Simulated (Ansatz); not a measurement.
**GaN under changes of volume**

One of the cells (11.310 Å³/atom); the others are scaled copies at fixed shape and fractional positions:

```
Ga N
1.0
     3.18000    0.00000    0.00000
    -1.59000    2.75396    0.00000
     0.00000    0.00000    5.16600
Ga N
2 2
Direct
  0.66667 0.33333 0.50000
  0.33333 0.66667 0.00000
  0.66667 0.33333 0.87500
  0.33333 0.66667 0.37500
```

```yaml
Program: Ansatz 0.2.0
Functional: PBEsol
Potentials_or_basis: Ansatz PAW
Cutoff: "420 eV (not typed: the program's choice for these potentials)"
k_mesh: 10 × 10 × 5
Occupations: fermi-dirac, width 0.05 eV
Spin: no spin polarisation
```

```tsv
volume (Å³/atom)	energy over the lowest point (meV/atom)	pressure (GPa)	gap on the mesh (eV)	largest force (eV/Å)
10.632	31.78	14.7	2.32	0.151
10.858	?	?	?	?
11.084	4.31	5.1	2.04	0.139
11.310	0.00	1.0	1.91	0.133
11.537	1.19	-2.6	1.78	0.128
11.763	7.26	-5.9	1.65	0.122
11.989	17.73	-8.9	1.52	0.117
```

Task: What does the run at 10.858 Å³/atom give?

Result: Energy over the lowest point 14.66 meV/atom; pressure 9.6 GPa; gap on the mesh 2.18 eV; largest force 0.144 eV/Å.

Worked out: A Birch-Murnaghan fit of order 3 (a polynomial in V^(-2/3)) to the other rows has its minimum at 11.37 Å³/atom with B0 = V·E''(V) = 189 GPa and B' = 4.4 at fixed shape and positions, which overstates the stiffness. It gives 14.66 meV/atom at 10.858 Å³/atom, against the run's 14.66, and -dE/dV = 9.7 GPa, against 9.6. A straight line through the other rows of the gap, of slope -6.64 eV per unit of ln V (its deformation potential), gives 2.18 eV, against the run's 2.18.

Energies are extrapolated to zero smearing.

Caveats: odd divisions of the mesh miss points on the zone boundary, where band edges often lie, so the gap on the mesh can be too wide; the PAW data sets come from PBE, with cores solved anew for the run's functional, which leaves a small shift of forces and pressure.

Spin-orbit coupling on Ga is left out.
